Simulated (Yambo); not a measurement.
# NaCl (Pm-3m) in Yambo: convergence with bands in self energy

Aim: find how far bands in self energy must go before the results for NaCl settle, at LDA. This setting moves, with any that are tied to it; all else stays.

Everything below comes from runs of Yambo 5.3.0. Logs are shortened: lines on timing, memory, paths and dates and some standing lists are left out, and cuts for length are marked.

## (1) The crystal as given

The structure is cubic, space group Pm-3m (No. 221). The conventional cell has a = 3.502 Å, b = 3.502 Å, c = 3.502 Å, α = 90.00°, β = 90.00°, γ = 90.00°. Cl (site symmetry m-3m) is surrounded by 8 Na at 3.03 Å. Na (site symmetry m-3m) has 8 Cl at 3.03 Å as nearest neighbours.

Measurements of this composition are mostly on another form, of space group No. 225.

## (2) With bands in self energy 28

File g0w03.in:

```
gw0
dyson
el_el_corr
rim_cut
HF_and_locXC
ppa
em1d
RandQpts= 1000000
RandGvec= 50 RL
EXXRLvcs= 88 Ry
VXCRLvcs= 88 Ry
Chimod= "HARTREE"
% BndsRnXp
 1 | 108 |
%
NGsBlkXp= 8 Ry
% LongDrXp
 1 | 1 | 1 |
%
PPAPntXp= 27.21138 eV
% GbndRnge
 1 | 28 |
%
GTermKind= "none"
DysSolver= "n"
ExtendOut
% QPkrange
 1 | 1 | 6 | 10 |
 10 | 10 | 6 | 10 |
%
```

File scf.in:

```
&CONTROL
  calculation = 'scf'
  prefix = 'pwscf'
  outdir = './tmp'
  pseudo_dir = './pseudo'
/
&SYSTEM
  ibrav = 0
  nat = 2
  ntyp = 2
  ecutwfc = 88
  nbnd = 14
  occupations = 'smearing'
  smearing = 'fd'
  degauss = 0.00367493
  force_symmorphic = .true.
/
&ELECTRONS
  conv_thr = 4d-10
  electron_maxstep = 120
  mixing_beta = 0.5
/
ATOMIC_SPECIES
Cl    35.4500 Cl.upf
Na    22.9898 Na.upf
CELL_PARAMETERS angstrom
   3.5021900000    0.0000000000    0.0000000000
   0.0000000000    3.5021900000    0.0000000000
   0.0000000000    0.0000000000    3.5021900000
ATOMIC_POSITIONS angstrom
Cl     1.7510950000    1.7510950000    1.7510950000
Na     0.0000000000    0.0000000000    0.0000000000
K_POINTS automatic
8 8 8 0 0 0
```

File nscf.in:

```
&CONTROL
  calculation = 'nscf'
  prefix = 'pwscf'
  outdir = './tmp'
  pseudo_dir = './pseudo'
/
&SYSTEM
  ibrav = 0
  nat = 2
  ntyp = 2
  ecutwfc = 88
  nbnd = 108
  occupations = 'fixed'
  force_symmorphic = .true.
/
&ELECTRONS
  conv_thr = 1d-08
  diago_full_acc = .true.
  diago_thr_init = 1d-06
/
ATOMIC_SPECIES
Cl    35.4500 Cl.upf
Na    22.9898 Na.upf
CELL_PARAMETERS angstrom
   3.5021900000    0.0000000000    0.0000000000
   0.0000000000    3.5021900000    0.0000000000
   0.0000000000    0.0000000000    3.5021900000
ATOMIC_POSITIONS angstrom
Cl     1.7510950000    1.7510950000    1.7510950000
Na     0.0000000000    0.0000000000    0.0000000000
K_POINTS automatic
6 6 6 0 0 0
```

Potentials or basis: PseudoDojo 0.4.1 SR LDA standard.

Started as:

```sh
> OMP_NUM_THREADS=1 pw.x -in scf.in > scf.out
> OMP_NUM_THREADS=1 pw.x -in nscf.in > nscf.out
> cd tmp/pwscf.save; p2y; mv SAVE ../..; cd ../..
> OMP_NUM_THREADS=1 yambo
> mkdir -p g0w03; ln -s $PWD/g0w00/ndb.pp* g0w03/
> mkdir -p g0w03; ln -s $PWD/g0w00/ndb.RIM g0w03/
> OMP_NUM_THREADS=1 yambo -F g0w03.in -J g0w03 -C g0w03_out
```

Yambo's report:

```text
[... sections 02.01 to 02.04 as in the set-up run ...]

  [02.05] Energies & Occupations
  ==============================

  [X] === General ===
  [X] Electronic Temperature                        :  0.000000  0.000000 [eV K]
  [X] Bosonic    Temperature                        :  0.000000  0.000000 [eV K]
  [X] Finite Temperature mode                       : no
  [X] El. density                                   :  0.37248E+24 [cm-3]
  [X] Fermi Level                                   :  2.060354 [eV]

  [X] === Gaps and Widths ===
  [X] Conduction Band Min                           :  3.602420 [eV]
  [X] Valence Band Max                              :  0.000000 [eV]
  [X] Filled Bands                                  :   8
  [X] Empty Bands                                   :    9  108
  [X] Direct Gap                                    :  4.110928 [eV]
  [X] Direct Gap localized at k                     :  1
  [X] Indirect Gap                                  :  3.602420 [eV]
  [X] Indirect Gap between kpts                     :  10   1
  [X] Last valence band width                       :  1.895122 [eV]
  [X] 1st conduction band width                     :  3.651785 [eV]

 [03] Transferred momenta grid and indexing
 ==========================================

 IBZ Q-points                                      :  20
 BZ  Q-points                                      :  216

 K/Q-points units:
 rlu = crystal or reduced units; cc = cartesian coordinates; iku = interal k-units

 Q [ 1]         [rlu]:  0.000000  0.000000  0.000000
 Q [ 2]         [rlu]:  0.000000  0.000000  0.166667
 Q [ 3]         [rlu]:  0.000000  0.000000  0.333333
 Q [ 4]         [rlu]:  0.000000  0.000000 -0.500000
 Q [ 5]         [rlu]:  0.000000  0.166667  0.166667
 Q [ 6]         [rlu]:  0.000000  0.166667  0.333333
 Q [ 7]         [rlu]:  0.000000  0.166667 -0.500000
 Q [ 8]         [rlu]:  0.000000  0.333333  0.333333
 Q [ 9]         [rlu]:  0.000000  0.333333 -0.500000
 Q [10]         [rlu]:  0.000000 -0.500000 -0.500000
 Q [11]         [rlu]:  0.166667  0.166667  0.166667
 Q [12]         [rlu]:  0.166667  0.166667  0.333333
 Q [13]         [rlu]:  0.166667  0.166667 -0.500000
 Q [14]         [rlu]:  0.166667  0.333333  0.333333
 Q [15]         [rlu]:  0.166667  0.333333 -0.500000
 Q [16]         [rlu]:  0.166667 -0.500000 -0.500000
 Q [17]         [rlu]:  0.333333  0.333333  0.333333
 Q [18]         [rlu]:  0.333333  0.333333 -0.500000
 Q [19]         [rlu]:  0.333333 -0.500000 -0.500000
 Q [20]         [rlu]: -0.500000 -0.500000 -0.500000

 [04] Coloumb potential Random Integration (RIM)
 ===============================================

 Summary of Coulomb integrals for non-metallic bands |Q|[au] RIM/Bare

 Q [1] 0.100000E-4 0.984904 * Q [2] 0.158230 1.050873
 Q [5] 0.223772 1.049273 * Q [11] 0.274063 1.035568
 Q [3] 0.316461 1.019613 * Q [6] 0.353814 1.017741
 Q [12] 0.387584 1.015830 * Q [8] 0.447543 1.011679
 Q [14] 0.474691 1.010748 * Q [4] 0.474691 1.009606
 Q [7] 0.500369 1.008989 * Q [13] 0.524791 1.008592
 Q [17] 0.548126 1.008376 * Q [9] 0.570508 1.007309
 Q [15] 0.592044 1.007026 * Q [18] 0.652401 1.006070
 Q [10] 0.671315 1.005637 * Q [16] 0.689711 1.005490
 Q [19] 0.742167 1.004952 * Q [20] 0.822190 1.003913

 [05] Dipoles
 ============

  [05.01] Setup: observables and procedures
  =========================================

  [WF-Oscillators/G space/Transverse up loader] Normalization (few states)  min/max  :  0.14357E-16   1.0000

  [WR./g0w03//ndb.dipoles]--------------------------------------------------------
   Brillouin Zone Q/K grids (IBZ/BZ)                :   20  216   20  216
[... 39 lines left out ...]
  Electronic Temperature                           :  0.000000 [K]
  Bosonic    Temperature                           :  0.000000 [K]
  Green`s function   wavefunctions                 : Slater exchange(X)+Perdew & Wang(C)
  Total number of QP states                        :  10
  Exchange RL vectors                              :   4067
  Exchange summation bands                         :   8
  RIM RL components                                :   57
  RIM random points                                :  1000000

 [xc] E_xc :  -9.569551 [Ha]
      E_xc :  -19.13910 [Ry]

  Local XC kind (lXC) : Slater exchange(X)+Perdew & Wang(C)
  Non-Local XC kind (nlXC) : Hartree-Fock

  Corrections @ K [1] :  [eV]
 <6|nlXC|6> = -18.59671 -0.46397E-17 <6|lXC|6> = -14.15160  0.000000
 <7|nlXC|7> = -18.59671  0.14041E-16 <7|lXC|7> = -14.15160  0.47204E-16
 <8|nlXC|8> = -18.59671  0.46903E-17 <8|lXC|8> = -14.15160  0.000000
 <9|nlXC|9> = -4.662666 -0.15659E-18 <9|lXC|9> = -9.053740  0.000000
 <10|nlXC|10> = -3.617924  0.38714E-18 <10|lXC|10> = -8.416527  0.94408E-16

  Corrections @ K [10] :  [eV]
 <6|nlXC|6> = -17.72987 -0.63092E-17 <6|lXC|6> = -12.78808  0.000000
 <7|nlXC|7> = -17.72988 -0.12591E-16 <7|lXC|7> = -12.78808  0.94408E-16
 <8|nlXC|8> = -18.96062 -0.41720E-19 <8|lXC|8> = -14.60751  0.000000
 <9|nlXC|9> = -3.781848 -0.83182E-19 <9|lXC|9> = -8.360938 -0.29503E-16
 <10|nlXC|10> = -4.006871 -0.16777E-18 <10|lXC|10> = -9.172700 -0.18882E-15

 [08] Dyson equation: Newton solver
 ==================================

  [08.01] G0W0 (W PPA)
  ====================

  [  GW  ] Bands range     :   1  28
  [GW/PPA] G damping       :  0.100000 [eV]

  QP @ state[ 1 ] K range:  1  1
  QP @ state[ 1 ] b range:   6  10
  QP @ state[ 2 ] K range:  10  10
  QP @ state[ 2 ] b range:   6  10
[... 67 lines left out ...]
   :: Time ordering fails/rest    :  0.503198
   :: Mean rel dev of PP cond     :  0.307704
   Current Q-pt index             :  18
   :: PP condition fails/total    :  0.306299
   :: Time ordering fails/rest    :  0.496713
   :: Mean rel dev of PP cond     :  0.306378
   Current Q-pt index             :  19
   :: PP condition fails/total    :  0.305770
   :: Time ordering fails/rest    :  0.497953
   :: Mean rel dev of PP cond     :  0.305856
   Current Q-pt index             :  20
   :: PP condition fails/total    :  0.296781
   :: Time ordering fails/rest    :  0.502867
   :: Mean rel dev of PP cond     :  0.296858

  [08.02] QP properties and I/O
  =============================

  Legend (energies in eV)
  - B  : Band       - Eo  : bare energy
  - E  : QP energy  - Z   : Renormalization factor
  - So : Sc(Eo)     - S   : Sc(E)
  - dSp: Sc derivative precision

  - lXC: Local XC (Slater exchange(X)+Perdew & Wang(C))
  -nlXC: non-Local XC (Hartree-Fock)

  QP [eV] @ K [1] (iku):  0.000000  0.000000  0.000000
   B=6 Eo= -0.51 E= -1.94 E-Eo= -1.43 Re(Z)=0.81 Im(Z)=-0.143045E-2 nlXC= -18.5967 lXC= -14.1516 So=  2.66765
   B=7 Eo= -0.51 E= -1.94 E-Eo= -1.43 Re(Z)=0.81 Im(Z)=-0.143184E-2 nlXC= -18.5967 lXC= -14.1516 So=  2.66755
   B=8 Eo= -0.51 E= -1.94 E-Eo= -1.43 Re(Z)=0.81 Im(Z)=-0.143046E-2 nlXC= -18.5967 lXC= -14.1516 So=  2.66734
   B=9 Eo=  3.60 E=  4.98 E-Eo=  1.38 Re(Z)=0.86 Im(Z)=-0.100653E-2 nlXC= -4.66267 lXC= -9.05374 So= -2.79093
   B=10 Eo=  8.24 E=  9.89 E-Eo=  1.65 Re(Z)=0.85 Im(Z)=-0.150443E-2 nlXC= -3.61792 lXC= -8.41653 So= -2.85625

  QP [eV] @ K [10] (iku):  0.000000 -0.500000 -0.500000
   B=6 Eo= -2.33 E= -3.98 E-Eo= -1.65 Re(Z)=0.81 Im(Z)=-0.881557E-2 nlXC= -17.7299 lXC= -12.7881 So=  2.89231
   B=7 Eo= -2.33 E= -3.99 E-Eo= -1.65 Re(Z)=0.81 Im(Z)=-0.862127E-2 nlXC= -17.7299 lXC= -12.7881 So=  2.89224
   B=8 Eo=  0.00 E= -1.38 E-Eo= -1.38 Re(Z)=0.81 Im(Z)=-0.137873E-2 nlXC= -18.9606 lXC= -14.6075 So=  2.64697
   B=9 Eo=  5.19 E=  6.73 E-Eo=  1.54 Re(Z)=0.87 Im(Z)=-0.104975E-2 nlXC= -3.78185 lXC= -8.36094 So= -2.79642
   B=10 Eo=  9.54 E= 11.38 E-Eo=  1.84 Re(Z)=0.86 Im(Z)=-0.288099E-2 nlXC= -4.00687 lXC= -9.17270 So= -3.02192

  [WR./g0w03//ndb.QP]-------------------------------------------------------------
   Lattice constants                                :  6.618180  6.618180  6.618180
   Coulomb cutoff potential                         : none
   Electronic Temperature                           :  0.000000 [K]
   Bosonic    Temperature                           :  0.000000 [K]
   Green`s function   energies                      : Slater exchange(X)+Perdew & Wang(C)
   wavefunctions                                    : Slater exchange(X)+Perdew & Wang(C)
   PPA    diel. fun.  energies                      : Slater exchange(X)+Perdew & Wang(C)
   wavefunctions                                    : Slater exchange(X)+Perdew & Wang(C)
   QP tot states                                    :  10
   GW solver                                        : Newton
   GW approximation                                 : PPA
   PPA imaginary Energy                             :  27.21138 ev
   RIM G`s                                          :   57
   RIM random pts                                   :  1000000
   dS/dw steps                                      :  2
   dS/dw step                                       :  0.100000 ev
   X G`s                                            :  123 used
   X G`s                                            :  123 disk
   X bands                                          :    1  108
   X poles                                          :  100.0000 o/o
   X e/h E range                                    : -1.000000 -1.000000 ev
   X Hxc Kernel                                     : HARTREE
   X BZ energy Double Grid                          : no
   X Optical Averaged directions                    : none
   Sc/G bands                                       :   1  28
   Sc/G damping                                     :  0.100000 ev
   Sc bands terminator                              : no
   Sx RL components                                 :   4067

   QP @ state[ 1 ] K range                          :  1  1
   QP @ state[ 1 ] b range                          :   6  10
   QP @ state[ 2 ] K range                          :  10  10
   QP @ state[ 2 ] b range                          :   6  10
   GF energies kind                                 : Slater exchange(X)+Perdew & Wang(C)
   GF WF`s kind                                     : Slater exchange(X)+Perdew & Wang(C)
   Xs energies kind                                 : Slater exchange(X)+Perdew & Wang(C)
   Xs WF`s kind                                     : Slater exchange(X)+Perdew & Wang(C)
```

What came out:

```yaml
Band_gap_on_the_k_mesh_mean-field_level: 3.60 eV, indirect (least direct gap 4.11 eV)
Quasiparticle_gap: 6.36 eV
Least_direct_quasiparticle_gap: 6.92 eV
Quasiparticle_gap_at_Γ: 6.92 eV
Band_gap_of_the_same_states_before_the_correction: 3.60 eV
```

## (3) With bands in self energy 48

File g0w04.in:

```
gw0
dyson
el_el_corr
rim_cut
HF_and_locXC
ppa
em1d
RandQpts= 1000000
RandGvec= 50 RL
EXXRLvcs= 88 Ry
VXCRLvcs= 88 Ry
Chimod= "HARTREE"
% BndsRnXp
 1 | 108 |
%
NGsBlkXp= 8 Ry
% LongDrXp
 1 | 1 | 1 |
%
PPAPntXp= 27.21138 eV
% GbndRnge
 1 | 48 |
%
GTermKind= "none"
DysSolver= "n"
ExtendOut
% QPkrange
 1 | 1 | 6 | 10 |
 10 | 10 | 6 | 10 |
%
```

scf.in is that of step 2.

nscf.in is that of step 2.

Potentials or basis: PseudoDojo 0.4.1 SR LDA standard.

Started as:

```sh
> OMP_NUM_THREADS=1 pw.x -in scf.in > scf.out
> OMP_NUM_THREADS=1 pw.x -in nscf.in > nscf.out
> cd tmp/pwscf.save; p2y; mv SAVE ../..; cd ../..
> OMP_NUM_THREADS=1 yambo
> mkdir -p g0w04; ln -s $PWD/g0w00/ndb.pp* g0w04/
> mkdir -p g0w04; ln -s $PWD/g0w00/ndb.RIM g0w04/
> OMP_NUM_THREADS=1 yambo -F g0w04.in -J g0w04 -C g0w04_out
```

Results (log left out):

```yaml
Band_gap_on_the_k_mesh_mean-field_level: 3.60 eV, indirect (least direct gap 4.11 eV)
Quasiparticle_gap: 6.46 eV
Least_direct_quasiparticle_gap: 7.01 eV
Quasiparticle_gap_at_Γ: 7.01 eV
Band_gap_of_the_same_states_before_the_correction: 3.60 eV
```

## (4) With bands in self energy 108

File g0w01.in:

```
gw0
dyson
el_el_corr
rim_cut
HF_and_locXC
ppa
em1d
RandQpts= 1000000
RandGvec= 50 RL
EXXRLvcs= 88 Ry
VXCRLvcs= 88 Ry
Chimod= "HARTREE"
% BndsRnXp
 1 | 108 |
%
NGsBlkXp= 8 Ry
% LongDrXp
 1 | 1 | 1 |
%
PPAPntXp= 27.21138 eV
% GbndRnge
 1 | 108 |
%
GTermKind= "none"
DysSolver= "n"
ExtendOut
% QPkrange
 1 | 1 | 6 | 10 |
 10 | 10 | 6 | 10 |
%
```

scf.in is that of step 3.

nscf.in is that of step 3.

Started as:

```sh
> OMP_NUM_THREADS=1 pw.x -in scf.in > scf.out
> OMP_NUM_THREADS=1 pw.x -in nscf.in > nscf.out
> cd tmp/pwscf.save; p2y; mv SAVE ../..; cd ../..
> OMP_NUM_THREADS=1 yambo
> mkdir -p g0w01; ln -s $PWD/g0w00/ndb.pp* g0w01/
> mkdir -p g0w01; ln -s $PWD/g0w00/ndb.RIM g0w01/
> OMP_NUM_THREADS=1 yambo -F g0w01.in -J g0w01 -C g0w01_out
```

Results (log left out):

```
Band gap on the k mesh, mean-field level          : 3.60 eV, indirect (least direct gap 4.11 eV)
Quasiparticle gap                                 : 6.56 eV
Least direct quasiparticle gap                    : 7.10 eV
Quasiparticle gap at Γ                            : 7.10 eV
Band gap of the same states before the correction : 3.60 eV
```

## (5) Result

```
bands in self energy  quasiparticle gap at the points computed (eV)
                  28                                          6.357
                  48                                          6.459
                 108                                          6.560
```

Not settled before the last step: the quasiparticle gap at the points computed (to 0.05 eV). The tightest run that finished is the yardstick and may itself not be fully converged.

Caveats: this version prints the column dSc/dw multiplied by 27.2.
